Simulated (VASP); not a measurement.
Here is a VASP 6.6.1 calculation.

File INCAR:

```
SYSTEM = Sb2S3
PREC = Accurate
ENCUT = 520
EDIFF = 1E-8
ISMEAR = -1
SIGMA = 0.02
LREAL = Auto
LASPH = .True.
NELM = 100
ALGO = Fast
ISIF = 2
LWAVE = .False.
LCHARG = .False.
GGA = PE
LEFG = .True.
NBANDS = 72
```

The input KPOINTS:

```
Automatic mesh
0
Gamma
  3 7 3
  0 0 0
```

Contents of POSCAR:

```
Sb2S3
1.0
   11.8001184500      0.0000000000      0.0000000000
    0.0000000000      3.8447329100      0.0000000000
    0.0000000000      0.0000000000     11.3671411400
Sb S
8 12
Direct
    0.8573504000      0.7500000000      0.4655836200
    0.1426496000      0.2500000000      0.5344163800
    0.6426496000      0.2500000000      0.9655836200
    0.3573504000      0.7500000000      0.0344163800
    0.9669436000      0.2500000000      0.1730826700
    0.0330564000      0.7500000000      0.8269173300
    0.5330564000      0.7500000000      0.6730826700
    0.4669436000      0.2500000000      0.3269173300
    0.8759271600      0.7500000000      0.0614694900
    0.1240728400      0.2500000000      0.9385305100
    0.6240728400      0.2500000000      0.5614694900
    0.3759271600      0.7500000000      0.4385305100
    0.0485414500      0.7500000000      0.3792320400
    0.9514585500      0.2500000000      0.6207679600
    0.4514585500      0.2500000000      0.8792320400
    0.5485414500      0.7500000000      0.1207679600
    0.3002492700      0.2500000000      0.1885476100
    0.6997507300      0.7500000000      0.8114523900
    0.1997507300      0.7500000000      0.6885476100
    0.8002492700      0.2500000000      0.3114523900
```

Potentials or basis: VASP PAW PBE potentials, release 64 (Sb, S).

Run with:

```bash
$ cat potpaw_PBE.64/Sb/POTCAR potpaw_PBE.64/S/POTCAR > POTCAR
$ mpirun -np 1 vasp_std > vasp.out
```

Question: Estimate the band gap on the k mesh.

Answer: 1.34 eV, indirect (least direct gap 1.39 eV).

Question: Estimate the largest force.

Answer: 0.267 eV/Å.

Question: Estimate the pressure.

Answer: 1.3 GPa.

Electric field gradients, principal values (V/Å²):
| atom | Vxx | Vyy | Vzz |
| --- | --- | --- | --- |
| 1 Sb | 90.312 | 101.773 | -192.085 |
| 2 Sb | 90.312 | 101.773 | -192.085 |
| 3 Sb | 90.312 | 101.773 | -192.085 |
| 4 Sb | 90.312 | 101.773 | -192.085 |
| 5 Sb | 53.587 | 111.771 | -165.358 |
| 6 Sb | 53.587 | 111.771 | -165.358 |
| 7 Sb | 53.587 | 111.771 | -165.358 |
| 8 Sb | 53.587 | 111.771 | -165.358 |
| 9 S | 37.620 | 97.883 | -135.503 |
| 10 S | 37.620 | 97.883 | -135.503 |
| 11 S | 37.620 | 97.883 | -135.503 |
| 12 S | 37.620 | 97.883 | -135.503 |
| 13 S | -11.537 | -58.903 | 70.440 |
| 14 S | -11.537 | -58.903 | 70.440 |
| 15 S | -11.537 | -58.903 | 70.440 |
| 16 S | -11.537 | -58.903 | 70.440 |
| 17 S | -8.099 | -48.383 | 56.482 |
| 18 S | -8.099 | -48.383 | 56.482 |
| 19 S | -8.099 | -48.383 | 56.482 |
| 20 S | -8.099 | -48.383 | 56.482 |

Caveat: spin-orbit coupling is left out, which moves the levels of the heavy elements; an odd mesh through Γ misses points on the zone boundary, where band edges often lie.

The gap isn't set beside the measured one, since this odd mesh misses points on the zone boundary.
